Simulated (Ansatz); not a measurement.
**CdS: from a guess to a relaxed structure**

Theory: DFT PBE, scalar-relativistic, plane waves, PAW in Ansatz. Cutoff 420 eV, Gaussian smearing, Γ-centred meshes. Cell and atoms relax first on a coarse mesh and then on a converged one. In between, the cell is made exact in the group found at 0.06 Å. The steps can't lower the symmetry of their start. No spin polarisation.

The guess for CdS was made by a generator: 4-connected net, two elements alternating (Fdd2, No. 43). Its size is a rough estimate.

```
Cd S
1.0
     0.00000    3.68788    5.75732
     1.84507    0.00000    5.75732
     1.84507    3.68788    0.00000
Cd S
2 2
Cartesian
  2.7676 5.5318 10.7866
  1.8451 3.6879 7.9079
  1.8451 3.6879 3.6067
  2.7676 5.5318 6.4854
```

The zero of energy is the elements' standard structures at the same level; no fitted shifts are applied.

**Question.** Describe the relaxed structure.

**Answer.** The symmetry stays Fdd2 (No. 43). The volume per atom grows by 20.0 %, from 19.6 to 23.5 Å³. The shortest distance goes from 2.35 Å (Cd–S) to 2.58 Å (Cd–S). The energy falls by about 0.25 eV/atom (the start's value is from the coarse mesh). Conventional cell: a = 3.879 Å, b = 7.560 Å, c = 12.819 Å. Cd has 4 S at 2.58–2.60 Å; around S lie 4 Cd at 2.58–2.60 Å.

```yaml
crystal:
  lattice:
    - [0.00000, 3.78004, 6.40969]
    - [1.93962, 0.00000, 6.40969]
    - [1.93962, 3.78004, 0.00000]
  atoms:
    - { symbol: Cd, position: [0.93240, 0.93240, 0.56760] }
    - { symbol: Cd, position: [0.68240, 0.68240, 0.31760] }
    - { symbol: S, position: [0.31760, 0.31760, 0.68240] }
    - { symbol: S, position: [0.56760, 0.56760, 0.93240] }
```

**Question.** How does it come out in energy, and is it a metal?

**Answer.** The formation energy is −0.541 eV/atom and the gap on the 8×8×8 mesh of the 4-atom cell is 0.75 eV.

It lies below the elements, which doesn't yet make it stable against other compounds or structures.

The last run used Gaussian smearing of 0.02 eV. Kohn–Sham gaps at this level usually fall short of measured ones. The reference form of S is held partly by dispersion forces, which this level lacks. A later test with randomly moved atoms came back to the same energy, though modes that don't fit the test's cell weren't probed. In all, the 3 runs took 2.8 min on 1 thread of Arm Neoverse V1 (shared host).
